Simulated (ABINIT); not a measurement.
Crystal: PtSe2 (Sudovikovite).

```
Pt Se
1.0
     3.72400    0.00000    0.00000
    -1.86200    3.22508    0.00000
     0.00000    0.00000    5.06200
Pt Se
1 2
Cartesian
  0.0000 0.0000 0.0000
  1.8620 1.0750 3.7965
  0.0000 2.1501 1.2655
```

Base run:

```yaml
Program: ABINIT 10.8.3 (patched build)
Functional: PBE
Potentials_or_basis: PseudoDojo NC SR PBE v0.5 standard
Cutoff: 1061 eV
k_mesh: 6 × 6 × 4
Occupations: fermi-dirac, width 0.05 eV
Spin: no spin polarisation
```

Its results: band gap on the k mesh none (metal or under the smearing width); pressure 6.7 GPa; largest force 0.574 eV/Å.

**Question.** The run is repeated on the same cell with these changes: functional from PBE to PBEsol; potentials or basis from PseudoDojo NC SR PBE v0.5 standard to PseudoDojo NC SR PBEsol v0.4.1 standard. What comes out?

**Answer.** Band gap on the k mesh none (metal or under the smearing width); pressure 1.5 GPa; largest force 0.324 eV/Å.
